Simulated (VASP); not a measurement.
# SnTe (Fm-3m) in VASP: further runs, part 3 of 3

VASP 6.6.1. The steps go on from the part before.

## (6) Single point, PBE (34.97 Å³/atom)

This run uses another cell than the first one, of 34.97 Å³/atom.

The input, INCAR:

```
ALGO     = Normal         # electronic algorithm
EDIFF    = 1E-7           # SCF threshold, eV
ENCUT    = 520            # plane-wave cutoff, eV
GGA      = PE             # functional
ISIF     = 2              # what is computed and relaxed
ISMEAR   = -1             # smearing method
LASPH    = T              # aspherical terms in the spheres
LCHARG   = F              # write CHGCAR
LREAL    = F              # projectors in reciprocal space
LWAVE    = F              # write WAVECAR
NBANDS   = 17             # bands
NELM     = 80             # most SCF steps
PREC     = Accurate       # precision mode
SIGMA    = 0.02           # smearing width, eV
```

The input, KPOINTS:

```
k-points
0
Gamma
  6 6 6
```

The input, POSCAR:

```
SnTe
1.0
    0.0000000000      3.2700877205      3.2700877205
    3.2700877205      0.0000000000      3.2700877205
    3.2700877205      3.2700877205      0.0000000000
Sn Te
1 1
Direct
    0.0000000000      0.0000000000      0.0000000000
    0.5000000000      0.5000000000      0.5000000000
```

Potentials or basis: VASP PAW PBE potentials, release 64 (Sn_d, Te).

Started as:

```
$ cat potpaw_PBE.64/Sn_d/POTCAR potpaw_PBE.64/Te/POTCAR > POTCAR
$ mpirun -np 1 vasp_std > vasp.out
```

OUTCAR:

```text
EDIFF = 1E-7
   ENCUT = 520
   GGA = PE
   ISIF = 2
   ISMEAR = -1
   LASPH = T
   LREAL = F
   NELM = 80
   PREC = Accurate

 ion  position               nearest neighbor table
   1  0.000  0.000  0.000-   2 3.27   2 3.27   2 3.27   2 3.27   2 3.27   2 3.27
   2  0.500  0.500  0.500-   1 3.27   1 3.27   1 3.27   1 3.27   1 3.27   1 3.27

  LATTYP: Found a face centered cubic cell.
 ALAT       =     6.5401754410

  Lattice vectors:

 A1 = (   0.0000000000,   3.2700877205,   3.2700877205)
 A2 = (   3.2700877205,   0.0000000000,   3.2700877205)
 A3 = (   3.2700877205,   3.2700877205,   0.0000000000)

Analysis of symmetry for initial positions (statically):
=====================================================================
 Subroutine PRICEL returns:
 Original cell was already a primitive cell.

 Routine SETGRP: Setting up the symmetry group for a
 face centered cubic supercell.

 Subroutine GETGRP returns: Found 48 space group operations
 (whereof 48 operations were pure point group operations)
 out of a pool of 48 trial point group operations.

The static configuration has the point symmetry O_h .

Analysis of symmetry for dynamics (positions and initial velocities):
=====================================================================
 Subroutine PRICEL returns:
 Original cell was already a primitive cell.

 Routine SETGRP: Setting up the symmetry group for a
 face centered cubic supercell.

 Subroutine GETGRP returns: Found 48 space group operations
 (whereof 48 operations were pure point group operations)
 out of a pool of 48 trial point group operations.

The dynamic configuration has the point symmetry O_h .

 Subroutine INISYM returns: Found 48 space group operations
 (whereof 48 operations are pure point group operations),
 and found     1 'primitive' translations

----------------------------------------------------------------------------------------

                                     Primitive cell

  volume of cell :      69.9372

  direct lattice vectors                    reciprocal lattice vectors
     0.000000000  3.270087720  3.270087720    -0.152901097  0.152901097  0.152901097
     3.270087720  0.000000000  3.270087720     0.152901097 -0.152901097  0.152901097
     3.270087720  3.270087720  0.000000000     0.152901097  0.152901097 -0.152901097

  length of vectors
     4.624602404  4.624602404  4.624602404     0.264832469  0.264832469  0.264832469

  position of ions in fractional coordinates (direct lattice)
     0.000000000  0.000000000  0.000000000
     0.500000000  0.500000000  0.500000000

  ion indices of the primitive-cell ions
   primitive index   ion index
                 1           1
                 2           2

----------------------------------------------------------------------------------------

 KPOINTS: k-points

Automatic generation of k-mesh.
 Grid dimensions read from file:
 generate k-points for:    6    6    6

 Generating k-lattice:

  Cartesian coordinates                     Fractional coordinates (reciprocal lattice)
    -0.025483516  0.025483516  0.025483516     0.166666667  0.000000000  0.000000000
     0.025483516 -0.025483516  0.025483516     0.000000000  0.166666667  0.000000000
     0.025483516  0.025483516 -0.025483516     0.000000000  0.000000000  0.166666667

  Length of vectors
     0.044138745  0.044138745  0.044138745

  Shift w.r.t. Gamma in fractional coordinates (k-lattice)
     0.000000000  0.000000000  0.000000000

 Subroutine IBZKPT returns following result:
 ===========================================

 Found     16 irreducible k-points:

 Following reciprocal coordinates:
            Coordinates               Weight
  0.000000  0.000000  0.000000      1.000000
  0.166667  0.000000  0.000000      8.000000
  0.333333  0.000000  0.000000      8.000000
  0.500000  0.000000  0.000000      4.000000
  0.166667  0.166667  0.000000      6.000000
  0.333333  0.166667  0.000000     24.000000
[... 8 lines left out ...]
 -0.333333  0.333333  0.166667     24.000000
 -0.333333  0.500000  0.166667     12.000000
   k-points           NKPTS =     16   k-points in BZ     NKDIM =     16   number of bands    NBANDS=     17
   number of dos      NEDOS =    301   number of ions     NIONS =      2
   total plane-waves  NPLWV =  46656
   dimension x,y,z NGX =    36 NGY =   36 NGZ =   36
   dimension x,y,z NGXF=    72 NGYF=   72 NGZF=   72
   ions per type =               1   1
   NGX,Y,Z   is equivalent  to a cutoff of  12.94, 12.94, 12.94 a.u.
   NGXF,Y,Z  is equivalent  to a cutoff of  25.88, 25.88, 25.88 a.u.
 SYSTEM =  unknown system
   PREC   = accura    normal or accurate (medium, high low for compatibility)
   ISTART =      0    job   : 0-new  1-cont  2-samecut
   ICHARG =      2    charge: 1-file 2-atom 10-const
   ISPIN  =      1    spin polarized calculation?
   LNONCOLLINEAR =      F non collinear calculations
   LSORBIT =      F    spin-orbit coupling
   LASPH  =      T    aspherical Exc in radial PAW
   ENCUT  =  520.0 eV  38.22 Ry    6.18 a.u.   8.60  8.60  8.60*2*pi/ulx,y,z
   NELM   =     80;   NELMIN=  2; NELMDL= -5     # of ELM steps
   EDIFF  = 0.1E-06   stopping-criterion for ELM
   LREAL  =      F    real-space projection
   EDIFFG = 0.1E-05   stopping-criterion for IOM
   NSW    =      0    number of steps for IOM
   IBRION =     -1    ionic relax: 0-MD 1-quasi-New 2-CG
   NFREE  =      0    steps in history (QN), initial steepest desc. (CG)
   ISIF   =      2    stress and relaxation
   ISYM   =      2    0-nonsym 1-usesym 2-fastsym
   POTIM  = 0.5000    time-step for ionic-motion
   TEBEG  =    0.0;   TEEND  =   0.0 temperature during run
   PSTRESS=    0.0 pullay stress
   NELECT =      20.0000    total number of electrons
   NUPDOWN=      -1.0000    fix difference up-down
   EMIN   =  10.00;   EMAX   =-10.00  energy-range for DOS
   EFERMI =   0.00;   METHOD = LEGACY
   ISMEAR =    -1;   SIGMA  =   0.02  broadening in eV -4-tet -1-fermi 0-gaus
   EFERMI_NEDOS =   21; number of points for ismear=-14 and -15
   IALGO  =     38    algorithm
   IMIX   =      4    mixing-type and parameters
     AMIX     =   0.40;   BMIX     =  1.00
     AMIX_MAG =   1.60;   BMIX_MAG =  1.00
  volume/ion in A,a.u.               =      34.97       235.98
  Fermi-wavevector in a.u.,A,eV,Ry     =   1.078571  2.038204 15.827869  1.163316
  Thomas-Fermi vector in A             =   2.214513
   LORBIT       =      0    0 simple, 1 ext, 2 COOP (PROOUT), +10 PAW based schemes
   GGA     = PE    functional components
[... 5 lines left out ...]
 non-spin polarized calculation
  energy-cutoff  :      520.00
  volume of cell :       69.94
 maximum number of plane-waves:      1895
 NGX is ok and might be reduce to    36
   NGX = 17   NGY = 17   NGZ = 17

 number of electron      19.9999993 magnetization

 Free energy of the ion-electron system (eV)
  ---------------------------------------------------
  ext. energy  EPLUGINS =         0.00000000
  ---------------------------------------------------
  free energy    TOTEN  =        -7.53733694 eV

  energy without entropy =       -7.53728617  energy(sigma->0) =       -7.53731155

 E-fermi :   5.6069     XC(G=0):  -9.0031

 val. band max:        5.5030288192   @ k =   0.5000   0.0000   0.0000
 cond. band min:       5.7106930445   @ k =   0.5000   0.0000   0.0000
 fundamental gap:      0.2076642253
 Fermi energy:         5.6068609326

 k-point     1 :       0.0000    0.0000    0.0000
  band No.  band energies     occupation
      1     -16.2571      2.00000
      2     -16.2571      2.00000
      3     -16.2566      2.00000
      4     -16.2566      2.00000
      5     -16.2566      2.00000
      6      -6.3973      2.00000
[... 9 lines left out ...]
     16      10.5778      0.00000
     17      12.4252      0.00000

 k-point     2 :       0.1667    0.0000    0.0000
  band No.  band energies     occupation
      1     -16.2578      2.00000
      2     -16.2578      2.00000
      3     -16.2563      2.00000
      4     -16.2555      2.00000
      5     -16.2555      2.00000
      6      -6.2050      2.00000
[... 9 lines left out ...]
     16      11.0847      0.00000
     17      13.7885      0.00000
[... 261 lines left out ...]
 k-point    16 :      -0.3333    0.5000    0.1667
  band No.  band energies     occupation
      1     -16.2641      2.00000
      2     -16.2566      2.00000
      3     -16.2560      2.00000
      4     -16.2523      2.00000
      5     -16.2500      2.00000
      6      -5.1207      2.00000
[... 9 lines left out ...]
     16      15.2308      0.00000
     17      16.3483      0.00000

------------------------ aborting loop because EDIFF is reached ----------------------------------------

  FORCE on cell =-STRESS in cart. coord.  units (eV):
  Direction    XX          YY          ZZ          XY          YZ          ZX
  --------------------------------------------------------------------------------------
  -------------------------------------------------------------------------------------
  Total       -0.9266255     -0.9266255     -0.9266255      0.0000000     -0.0000000      0.0000000
  in kB      -21.2278808    -21.2278808    -21.2278808      0.0000000     -0.0000000      0.0000000
  external PRESSURE =     -21.2278808 kB  Pullay stress =       0.0000000 kB

 VOLUME and BASIS-vectors are now :
 -----------------------------------------------------------------------------
  energy-cutoff  :      520.00
  volume of cell :       69.94
      direct lattice vectors                 reciprocal lattice vectors
     0.000000000  3.270087720  3.270087720    -0.152901097  0.152901097  0.152901097
     3.270087720  0.000000000  3.270087720     0.152901097 -0.152901097  0.152901097
     3.270087720  3.270087720  0.000000000     0.152901097  0.152901097 -0.152901097

 POSITION                                       TOTAL-FORCE (eV/Angst)
 -----------------------------------------------------------------------------------
      0.00000      0.00000      0.00000        -0.000000     -0.000000     -0.000000
      3.27009      3.27009      3.27009         0.000000      0.000000      0.000000
 -----------------------------------------------------------------------------------
    total drift:                               -0.000000      0.000000      0.000000

  FREE ENERGIE OF THE ION-ELECTRON SYSTEM (eV)
  ---------------------------------------------------
  free  energy   TOTEN  =        -7.5373369372 eV

  energy  without entropy=       -7.5372861681  energy(sigma->0) =       -7.53731155
```

Wall time 31 s (1 thread of Intel Xeon 8259CL, shared host); peak memory 0.2 GiB.

Results:

- Free energy: -7.5373 eV
- Pressure: -2.1 GPa
- Band gap on the k mesh: 0.21 eV

Levels at points of the mesh, in eV from the valence-band top:
| k point | band 8 | band 9 | band 10 | band 11 | band 12 | band 13 |
| --- | --- | --- | --- | --- | --- | --- |
| (0.00, 0.00, 0.00) | -1.72 | -1.72 | -1.72 | 3.23 | 3.23 | 3.23 |
| (0.50, 0.00, 0.00) | -1.41 | -1.41 | 0.00 | 0.21 | 0.65 | 0.65 |
| (0.50, 0.50, 0.00) | -4.69 | -3.09 | -3.09 | 2.73 | 4.53 | 4.53 |

Caveat: spin-orbit coupling is left out, which moves the levels of the heavy elements. A k mesh can miss the band edges.

## (7) Overview

| cell | gap on the mesh (eV) | pressure (GPa) |
| --- | --- | --- |
| a = 4.443 Å, angles 60.0°, 2 atoms | 0.12 | 2.7 |
| a = 4.490 Å, angles 60.0°, 2 atoms | 0.03 | 1.1 |
| a = 4.536 Å, angles 60.0°, 2 atoms | 0.06 | -0.1 |
| a = 4.581 Å, angles 60.0°, 2 atoms | 0.14 | -1.2 |
| a = 4.625 Å, angles 60.0°, 2 atoms | 0.21 | -2.1 |

Alike in all rows: task single point; level PBE; potentials or basis VASP PAW PBE potentials, release 64 (Sn_d, Te); no spin polarisation; k mesh 6 × 6 × 6; cutoff (eV) 520; smearing fermi-dirac 0.02 eV.

Caveats: spin-orbit coupling is left out, which moves the levels of the heavy elements.

Absolute energies hang on the potentials; compare differences alone.

## (8) Comparison with measurements

Step 4. Against the measured gap of SnTe, 0.18 eV (direct; 300 K; a printed reference work, textbook), the calculated 0.06 eV is off by -0.12 eV. Spin-orbit coupling on Sn, Te is left out. The value is that of PBE on a finite k mesh, which can miss the band edges, without temperature or zero-point motion. Semilocal functionals fall short of measured gaps as a rule.
